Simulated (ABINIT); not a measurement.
# PbS (Galena) (Fm-3m) in ABINIT: notebook

One crystal, PbS (Galena), is run at these levels: PW91, HCTH407; tasks: band structure.

All numbers are computed with ABINIT 10.8.3 (patched build); they aren't measurements. Logs are shortened: lines on timing, memory, paths and dates and some standing lists are left out, and cuts for length are marked. The log counts tension as positive stress, the text compression.

**1. The crystal as given**

The structure is cubic, space group Fm-3m (No. 225). The conventional cell has a = 5.931 Å, b = 5.931 Å, c = 5.931 Å, α = 90.00°, β = 90.00°, γ = 90.00°. Around Pb (site symmetry m-3m) lie 6 S at 2.97 Å. S (site symmetry m-3m) has 6 Pb at 2.97 Å as nearest neighbours.

**2. Band structure, PW91**

Contents of run.abi:

```
# Datasets: ground state, then fixed potential
ndtset 2

# Pseudopotentials
pp_dirpath "./"
pseudos "Pb.GGA_PBE-JTH_sp.xml, S.GGA_PBE-JTH.xml"

# Structure
acell 4.1942038726 4.1942038726 4.1942038726 Angstrom
rprim
     0.0000000000     0.7071067812     0.7071067812
     0.7071067812     0.0000000000     0.7071067812
     0.7071067812     0.7071067812     0.0000000000
ntypat 2
znucl 82 16
natom 2
typat 1 2
xred
     0.0000000000     0.0000000000     0.0000000000
     0.5000000000     0.5000000000     0.5000000000

# Plane-wave basis
ecut 20.0
pawecutdg 40.0

# Exchange and correlation
ixc -109134

# Bands and occupations
occopt 3
tsmear 0.05 eV

# SCF cycle
nstep 100

# Output
iomode 3
prtwf 0
prteig 0
prtebands 0
prtden1 1

# Dataset 1
kptopt1 1
ngkpt1 8 8 8
nshiftk1 1
shiftk1 0.0 0.0 0.0
nband1 9
tolvrs1 1.0e-9

# Dataset 2: bands along G-X-W-K-G-L-U-W-L-K
iscf2 -2
getden2 1
nband2 13
nbdbuf2 2
tolwfr2 1.0e-12
kptopt2 -9
ndivsm2 5
prteig2 1
kptbounds2
     0.0000000000     0.0000000000     0.0000000000
     0.5000000000     0.0000000000     0.5000000000
     0.5000000000     0.2500000000     0.7500000000
     0.3750000000     0.3750000000     0.7500000000
     0.0000000000     0.0000000000     0.0000000000
     0.5000000000     0.5000000000     0.5000000000
     0.6250000000     0.2500000000     0.6250000000
     0.5000000000     0.2500000000     0.7500000000
     0.5000000000     0.5000000000     0.5000000000
     0.3750000000     0.3750000000     0.7500000000
```

Potentials or basis: JTH PAW PBE v2.0 sp.

Launch:

```bash
$ abinit run.abi > log 2>&1
```

run.abo:

```text
.Version 10.8.3 of ABINIT
 DATASET    1 : space group Fm -3 m (#225); Bravais cF (face-center cubic)
================================================================================
 Values of the parameters that define the memory need for DATASET  1.
     intxc =       0    ionmov =       0      iscf =      17    lmnmax =      13
     lnmax =       5     mgfft =      32  mpssoang =       3    mqgrid =    3001
     natom =       2  nloc_mem =       2    nspden =       1   nspinor =       1
    nsppol =       1      nsym =      48    n1xccc =       1    ntypat =       2
    occopt =       3   xclevel =       2
       mpw =        1540          nfft =       32768          nkpt =          29
 PAW method is used; the additional fine FFT grid is defined by:
   mgfftf=        48    nfftf =    110592
================================================================================
================================================================================

 DATASET    2 : space group Fm -3 m (#225); Bravais cF (face-center cubic)
================================================================================
 Values of the parameters that define the memory need for DATASET  2.
     intxc =       0    ionmov =       0      iscf =      -2    lmnmax =      13
     lnmax =       5     mgfft =      32  mpssoang =       3    mqgrid =    3001
     natom =       2  nloc_mem =       2    nspden =       1   nspinor =       1
    nsppol =       1      nsym =      48    n1xccc =       1    ntypat =       2
    occopt =       3   xclevel =       2
       mpw =        1540          nfft =       32768          nkpt =          87
 PAW method is used; the additional fine FFT grid is defined by:
   mgfftf=        48    nfftf =    110592
================================================================================
================================================================================

--------------------------------------------------------------------------------
------------- Echo of variables that govern the present computation ------------
--------------------------------------------------------------------------------
 -outvars: echo values of preprocessed input variables --------
            acell      7.9258966354E+00  7.9258966354E+00  7.9258966354E+00 Bohr
              amu      2.07200000E+02  3.20660000E+01
             ecut      2.00000000E+01 Hartree
           getden1          0
           getden2          1
             iscf1         17
             iscf2         -2
                       outvar_i_n : Printing only first  50 k-points.
              ixc     -109134
           jdtset        1    2
                       outvar_i_n : Printing only first  50 k-points.
           kptopt1          1
           kptopt2         -9
         kptrlatt        8    0    0      0    8    0      0    0    8
          kptrlen1     6.34071731E+01
          kptrlen2     3.00000000E+01
            natom           2
            nband1          9
            nband2         13
           nbdbuf1          0
           nbdbuf2          2
           ndtset           2
           ndivsm1          0
           ndivsm2          5
            ngfft          32      32      32
          ngfftdg          48      48      48
             nkpt1         29
             nkpt2         87
            nstep         100
             nsym          48
           ntypat           2
           occopt           3
        pawecutdg      4.00000000E+01 Hartree
         pawxcdev           0
        prtebands           0
           prteig1          0
           prteig2          1
            prtwf           0
            rprim      0.0000000000E+00  7.0710678120E-01  7.0710678120E-01
                       7.0710678120E-01  0.0000000000E+00  7.0710678120E-01
                       7.0710678120E-01  7.0710678120E-01  0.0000000000E+00
           shiftk1     0.00000000E+00  0.00000000E+00  0.00000000E+00
           shiftk2     5.00000000E-01  5.00000000E-01  5.00000000E-01
          spgroup         225
           tolvrs1     1.00000000E-09
           tolvrs2     0.00000000E+00
           tolwfr1     0.00000000E+00
[... 241 lines left out ...]

 Fine grid specifications (used for densities):

 getcut: wavevector=  0.0000  0.0000  0.0000  ngfft=  48  48  48
         ecut(hartree)=     40.000   => boxcut(ratio)=   2.12715
--------------------------------------------------------------------------------

================================================================================
 Non-SCF case, kpt    1 (  0.00000  0.00000  0.00000), residuals and eigenvalues=
  8.14E-13  7.08E-13  9.54E-13  3.60E-13  5.60E-13  4.09E-13  5.12E-13  7.77E-13
  8.36E-13  6.29E-13  4.83E-13  5.29E-13  4.16E-12
 -4.2637E-01 -1.5073E-01 -4.3775E-03 -4.3775E-03 -4.3775E-03  2.6364E-01
  2.6364E-01  2.6364E-01  3.0892E-01  3.0892E-01  3.0892E-01  3.6545E-01
  3.6545E-01
 Non-SCF case, kpt    2 (  0.03571  0.00000  0.03571), residuals and eigenvalues=
  5.22E-13  9.53E-13  5.65E-13  7.23E-13  8.79E-13  6.19E-13  9.88E-13  8.99E-13
  9.06E-13  9.16E-14  7.68E-13  2.98E-13  1.07E-12
 -4.2582E-01 -1.5265E-01 -5.0450E-03 -5.0450E-03 -1.3876E-03  2.5244E-01
  2.6165E-01  2.6165E-01  3.0585E-01  3.1299E-01  3.1299E-01  3.6581E-01
[... 497 lines left out ...]
  2.0336E-01  2.4728E-01  3.1785E-01  4.0694E-01  4.0843E-01  4.3305E-01
  4.3889E-01
 Non-SCF case, kpt   86 (  0.38889  0.38889  0.72222), residuals and eigenvalues=
  4.46E-13  6.75E-13  2.50E-13  7.78E-13  5.11E-13  9.95E-13  4.77E-13  4.01E-13
  5.97E-13  2.28E-13  4.74E-13  3.94E-13  8.11E-13
 -3.7021E-01 -2.2659E-01 -9.6794E-02 -3.0175E-02 -1.1608E-02  1.8729E-01
  2.1401E-01  2.5523E-01  3.0618E-01  4.1152E-01  4.1506E-01  4.2992E-01
  4.3621E-01
 Non-SCF case, kpt   87 (  0.37500  0.37500  0.75000), residuals and eigenvalues=
  7.73E-13  4.12E-13  4.52E-13  7.32E-13  7.64E-13  6.07E-13  3.66E-13  7.63E-13
  4.42E-13  5.15E-13  6.09E-13  7.09E-13  9.88E-13
 -3.6969E-01 -2.2227E-01 -1.0235E-01 -3.4343E-02 -1.8370E-02  1.9620E-01
  2.2364E-01  2.6042E-01  2.9592E-01  4.1594E-01  4.2079E-01  4.2850E-01
  4.3288E-01

--- !ResultsGS
iteration_state: {dtset: 2, }
comment   : Summary of ground state results
lattice_vectors:
- [  0.0000000,   5.6044553,   5.6044553, ]
- [  5.6044553,   0.0000000,   5.6044553, ]
- [  5.6044553,   5.6044553,   0.0000000, ]
lattice_lengths: [   7.92590,    7.92590,    7.92590, ]
lattice_angles: [ 60.000,  60.000,  60.000, ] # degrees, (23, 13, 12)
lattice_volume:   3.5207097E+02
convergence: {deltae:  0.000E+00, res2:  0.000E+00, residm:  9.998E-13, diffor:  0.000E+00, }
etotal    :  -1.40926150E+01
entropy   :   0.00000000E+00
fermie    :   7.95825185E-02
cartesian_stress_tensor: null
pressure_GPa: null
xred      :
- [  0.0000E+00,   0.0000E+00,   0.0000E+00, Pb]
- [  5.0000E-01,   5.0000E-01,   5.0000E-01,  S]
cartesian_forces: null
force_length_stats: {min: null, max: null, mean: null, }
...

 Integrated electronic density in atomic spheres:
 ------------------------------------------------
 Atom  Sphere_radius  Integrated_density
    1        2.91365          2.51994031
    2        1.90380          3.50920362

================================================================================

 ----iterations are completed or convergence reached----

 Mean square residual over all n,k,spin=   56.665E-14; max=  99.983E-14
 reduced coordinates (array xred) for    2 atoms
       0.000000000000      0.000000000000      0.000000000000
       0.500000000000      0.500000000000      0.500000000000

 cartesian coordinates (angstrom) at end:
    1      0.00000000000000     0.00000000000000     0.00000000000000
    2      2.96575000005076     2.96575000005076     2.96575000005076
 length scales=  7.925896635436  7.925896635436  7.925896635436 bohr
              =  4.194203872600  4.194203872600  4.194203872600 angstroms
 Eigenvalues (hartree) for nkpt=  87  k points:
 kpt#   1, nband= 13, wtk=  1.00000, kpt=  0.0000  0.0000  0.0000 (reduced coord)
  -0.42637   -0.15073   -0.00438   -0.00438   -0.00438    0.26364    0.26364    0.26364
   0.30892    0.30892    0.30892    0.36545    0.36545
 kpt#   2, nband= 13, wtk=  1.00000, kpt=  0.0357  0.0000  0.0357 (reduced coord)
  -0.42582   -0.15265   -0.00504   -0.00504   -0.00139    0.25244    0.26165    0.26165
   0.30585    0.31299    0.31299    0.36581    0.37098
 kpt#   3, nband= 13, wtk=  1.00000, kpt=  0.0714  0.0000  0.0714 (reduced coord)
  -0.42420   -0.15786   -0.00700   -0.00700    0.00680    0.22713    0.25747    0.25747
   0.29796    0.32332    0.32332    0.36688    0.37977
 kpt#   4, nband= 13, wtk=  1.00000, kpt=  0.1071  0.0000  0.1071 (reduced coord)
  -0.42153   -0.16514   -0.01013   -0.01013    0.01810    0.19807    0.25354    0.25354
   0.28760    0.33715    0.33715    0.36864    0.38663
 kpt#   5, nband= 13, wtk=  1.00000, kpt=  0.1429  0.0000  0.1429 (reduced coord)
  -0.41788   -0.17326   -0.01422   -0.01422    0.02912    0.17151    0.25103    0.25103
   0.27646    0.35281    0.35281    0.37103    0.39270
 kpt#   6, nband= 13, wtk=  1.00000, kpt=  0.1786  0.0000  0.1786 (reduced coord)
  -0.41334   -0.18127   -0.01903   -0.01903    0.03430    0.15369    0.25034    0.25034
[... 230 lines left out ...]
  -0.37471   -0.24153   -0.05880   -0.01356    0.01620    0.14721    0.18060    0.22281
   0.34187    0.39393    0.40693    0.43935    0.44272
 kpt#  84, nband= 13, wtk=  1.00000, kpt=  0.4167  0.4167  0.6667 (reduced coord)
  -0.37297   -0.23664   -0.07416   -0.01959    0.00564    0.16222    0.19206    0.23662
   0.33006    0.39908    0.40691    0.43637    0.44102
 kpt#  85, nband= 13, wtk=  1.00000, kpt=  0.4028  0.4028  0.6944 (reduced coord)
  -0.37139   -0.23152   -0.08713   -0.02521   -0.00362    0.17582    0.20336    0.24728
   0.31785    0.40694    0.40843    0.43305    0.43889
 kpt#  86, nband= 13, wtk=  1.00000, kpt=  0.3889  0.3889  0.7222 (reduced coord)
  -0.37021   -0.22659   -0.09679   -0.03018   -0.01161    0.18729    0.21401    0.25523
   0.30618    0.41152    0.41506    0.42992    0.43621
 kpt#  87, nband= 13, wtk=  1.00000, kpt=  0.3750  0.3750  0.7500 (reduced coord)
  -0.36969   -0.22227   -0.10235   -0.03434   -0.01837    0.19620    0.22364    0.26042
   0.29592    0.41594    0.42079    0.42850    0.43288

== END DATASET(S) ==============================================================
================================================================================

 -outvars: echo values of variables after computation  --------
            acell      7.9258966354E+00  7.9258966354E+00  7.9258966354E+00 Bohr
           etotal1    -1.4092615017E+01
            fcart1    -0.0000000000E+00 -0.0000000000E+00 -0.0000000000E+00
                      -0.0000000000E+00 -0.0000000000E+00 -0.0000000000E+00
            rprim      0.0000000000E+00  7.0710678120E-01  7.0710678120E-01
                       7.0710678120E-01  0.0000000000E+00  7.0710678120E-01
                       7.0710678120E-01  7.0710678120E-01  0.0000000000E+00
           strten1    -7.1985462436E-05 -7.1985462436E-05 -7.1985462436E-05
                       0.0000000000E+00  0.0000000000E+00  0.0000000000E+00
           xangst      0.0000000000E+00  0.0000000000E+00  0.0000000000E+00
                       2.9657500001E+00  2.9657500001E+00  2.9657500001E+00
             xred      0.0000000000E+00  0.0000000000E+00  0.0000000000E+00
                       5.0000000000E-01  5.0000000000E-01  5.0000000000E-01
 Calculation completed.
```

Wall time 48 s (1 thread of Arm Neoverse V1, shared host); peak memory 0.13 GiB.

What came out:

```
Free energy                                           : -383.4796 eV
Pressure                                              : 2.1 GPa
Band gap on the k mesh                                : 0.39 eV, direct
Band gap along the path                               : 0.39 eV, direct
Valence electrons inside the program's atomic spheres : Pb 2.52; S 3.51
```

Levels at the corners of the path, in eV from the valence-band top:
| point | band 1 | band 2 | band 3 | band 4 | band 5 | band 6 | band 7 | band 8 | band 9 | band 10 |
| --- | --- | --- | --- | --- | --- | --- | --- | --- | --- | --- |
| Γ | -13.57 | -6.07 | -2.09 | -2.09 | -2.09 | 5.20 | 5.20 | 5.20 | 6.44 | 6.44 |
| X | -12.07 | -7.25 | -5.17 | -3.39 | -3.39 | 3.85 | 5.62 | 5.69 | 5.69 | 8.94 |
| W | -11.99 | -7.99 | -4.40 | -4.40 | -1.00 | 2.18 | 4.73 | 4.73 | 7.80 | 7.80 |
| K | -12.03 | -8.02 | -4.76 | -2.90 | -2.47 | 3.37 | 4.12 | 5.12 | 6.08 | 9.35 |
| Γ | -13.57 | -6.07 | -2.09 | -2.09 | -2.09 | 5.20 | 5.20 | 5.20 | 6.44 | 6.44 |
| L | -12.31 | -8.89 | -1.76 | -1.76 | 0.00 | 0.39 | 1.97 | 1.97 | 8.04 | 9.34 |
| U | -12.03 | -8.02 | -4.76 | -2.90 | -2.47 | 3.37 | 4.12 | 5.12 | 6.08 | 9.35 |
| W | -11.99 | -7.99 | -4.40 | -4.40 | -1.00 | 2.18 | 4.73 | 4.73 | 7.80 | 7.80 |
| L | -12.31 | -8.89 | -1.76 | -1.76 | 0.00 | 0.39 | 1.97 | 1.97 | 8.04 | 9.34 |
| K | -12.03 | -8.02 | -4.76 | -2.90 | -2.47 | 3.37 | 4.12 | 5.12 | 6.08 | 9.35 |

Caveat: the PAW data sets were made with another functional, which shifts forces and pressure a little; spin-orbit coupling is left out, which as a rule narrows the gap of such compounds by several tenths of an eV; this set keeps more shells in the core, which shifts pressures and gaps.

**3. Band structure, HCTH407**

run.abi: that of step 2 with these lines changed.

```diff
@@ -5,3 +5,3 @@
 pp_dirpath "./"
-pseudos "Pb.GGA_PBE-JTH_sp.xml, S.GGA_PBE-JTH.xml"
+pseudos "Pb.GGA_PBE-JTH.xml, S.GGA_PBE-JTH.xml"
 
@@ -26,3 +26,3 @@
 # Exchange and correlation
-ixc -109134
+ixc 27
 
@@ -40,2 +40,3 @@
 prtebands 0
+enunit 1
 prtden1 1
@@ -47,3 +48,3 @@
 shiftk1 0.0 0.0 0.0
-nband1 9
+nband1 14
 tolvrs1 1.0e-9
@@ -53,3 +54,3 @@
 getden2 1
-nband2 13
+nband2 18
 nbdbuf2 2
@@ -57,4 +58,5 @@
 kptopt2 -9
-ndivsm2 5
+ndivsm2 8
 prteig2 1
+prtvol2 -3
 kptbounds2
```

Potentials or basis: JTH PAW PBE v2.0.

Launch:

```bash
$ abinit run.abi > log 2>&1
```

It took 2.1 min on 1 thread of Arm Neoverse V1, shared host; peak memory 0.17 GiB.

Results (log left out):

| Item | Value |
| --- | --- |
| Free energy | -1963.3311 eV |
| Band gap on the k mesh | 0.78 eV, direct |
| Valence electrons inside the program's atomic spheres | Pb 11.36; S 3.57 |

Levels at the corners of the path, in eV from the valence-band top:
```
point  band 8  band 9  band 10  band 11  band 12  band 13
    Γ   -2.11   -2.11    -2.11     5.32     5.32     5.32
    X   -4.94   -3.31    -3.31     4.48     5.79     5.79
    W   -4.21   -4.21    -1.01     2.40     4.97     4.97
    K   -4.54   -2.82    -2.36     3.60     4.25     5.29
    Γ   -2.11   -2.11    -2.11     5.32     5.32     5.32
    L   -1.72   -1.72     0.00     0.78     2.16     2.16
    U   -4.54   -2.82    -2.36     3.60     4.25     5.29
    W   -4.21   -4.21    -1.01     2.40     4.97     4.97
    L   -1.72   -1.72     0.00     0.78     2.16     2.16
    K   -4.54   -2.82    -2.36     3.60     4.25     5.29
```

Caveat: the cutoff is too short for stress, so the log's stress isn't used; the PAW data sets were made with another functional, which shifts forces and pressure a little; spin-orbit coupling is left out, which as a rule narrows the gap of such compounds by several tenths of an eV.
